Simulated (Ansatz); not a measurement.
A calculation with Ansatz 0.2.0 of Ti2O (native input, structure typed inline):

Contents of input.yaml:

```yaml
crystal:
  lattice:
    - [2.71013089, 0.0, 0.0]
    - [-1.355065445, 2.3470421983, 0.0]
    - [0.0, 0.0, 4.37516163]
  atoms:
    - { symbol: Ti, position: [0.3333333333, 0.6666666667, 0.72126] }
    - { symbol: Ti, position: [0.6666666667, 0.3333333333, 0.27874] }
    - { symbol: O, position: [0.0, 0.0, 0.0] }
hamiltonian:
  xc: blyp
  pseudopotentials: { kind: nc, source: spms }
  dispersion: d3bj
kpoints:
  mp_grid: { grid: [11, 11, 6] }
scf:
  occupations: { method: fermi_dirac, width: 0.01 }
  n_extra_bands: 7
output:
  forces: true
  stress: true
  eigenvalues: true
  dos: { projected: false, de: 0.05, nscf_kmesh: { grid: [17, 17, 9] } }
```

Potentials or basis: SPMS NC.

The run is started by

```bash
$ ansatz run input.yaml --threads 2 --pin off --max-ram 5120MiB --backend cpu --events-out ev --progress --plain --runs-dir out
```

The cell isn't the ideal one: volume scaled by 0.8.

Write the same calculation in another form: ASE script, structure from a CIF.

As run:

The input run.py:

```python
import json

import ase.io
import numpy as np

import ansatz as az

atoms = ase.io.read("Ti2O.cif")
atoms.info.pop("occupancy", None)

calculation = (
    az.Crystal.from_ase(atoms)
    .calculation()
    .kpoints(11, 11, 6)
    .functional("blyp", dispersion="d3bj")
    .pseudopotentials(kind="nc", source="spms")
    .scf(extra_bands=7)
    .occupations(method="fermi_dirac", width=0.01)
    .density_of_states(energy_step=0.05, projected=False, nscf_kmesh=(17, 17, 9))
    .forces()
    .stress()
    .band_table(publish=True)
)
outcome = calculation.run(threads=2, events_out="events.jsonl")

report = outcome.report
for line in open("events.jsonl"):
    event = json.loads(line)
    if event["event"] == "scf_iter":
        d = event["data"]
        print(f"SCF {d['iter']:3d}  HF = {d['harris_foulkes_ev']:.6f} eV  dr2 = {d['dr2_ev']:.2e} eV")
    elif event["event"] in ("relax_step", "md_step"):
        d = event["data"]
        print(f"{event['event']} {d['step']:3d}  E = {d['lagrangian_ev']:.6f} eV")
np.set_printoptions(precision=5, suppress=True, linewidth=110)
print("converged:", report["converged"], "after", report["n_iterations"], "iterations")
print(f"free energy {report['free_energy_ev']:.6f} eV, Fermi level {report['fermi_energy_ev']:.4f} eV")
for key in ("band_edges_ev", "magnetization_mub", "site_moments_mub", "site_moments_nc_mub", "forces_ev_ang",
                "stress_gpa"):
    if report.get(key) is not None:
        print(key, np.array(report[key]), sep="\n")
```

Ti2O.cif

```cif
data_Ti2O
_cell_length_a 2.71013089
_cell_length_b 2.71013089
_cell_length_c 4.37516163
_cell_angle_alpha 90.00000000
_cell_angle_beta 90.00000000
_cell_angle_gamma 120.00000000
_space_group_name_H-M_alt 'P-3m1'
_space_group_name_Hall '-P 3 2"'
_space_group_IT_number 164
loop_
_space_group_symop_operation_xyz
'x,y,z'
'-x,-y,-z'
'-y,x-y,z'
'y,-x+y,-z'
'-x+y,-x,z'
'x-y,x,-z'
'y,x,-z'
'-y,-x,z'
'x-y,-y,-z'
'-x+y,y,z'
'-x,-x+y,-z'
'x,x-y,z'
loop_
_atom_site_label
_atom_site_type_symbol
_atom_site_symmetry_multiplicity
_atom_site_Wyckoff_symbol
_atom_site_fract_x
_atom_site_fract_y
_atom_site_fract_z
_atom_site_occupancy
Ti1 Ti 2 d 0.3333333333 0.6666666667 0.7212600000 1
O1 O 1 a 0.0000000000 0.0000000000 0.0000000000 1
```

Potentials or basis: SPMS NC.

Run with:

```sh
$ python run.py
```

Both were run:

|  | native input, structure typed inline | ASE script, structure from a CIF |
| --- | --- | --- |
| Pressure | 74.8 GPa | 74.8 GPa |
| Largest force | 0.453 eV/Å | 0.453 eV/Å |
| Band gap on the k mesh | none (metal or under the smearing width) | none (metal or under the smearing width) |
| Density of states at the Fermi level | 0.66 states/eV per cell | 0.66 states/eV per cell |

Keys that steer only the numerical path or the files written may differ.

Caveat: the potentials were made for another functional, which shifts forces and pressure; semilocal functionals often make such compounds metallic where correlation or magnetic order opens a gap, which also shifts bond lengths; pairwise dispersion overbinds metals, which lowers pressure and volume.
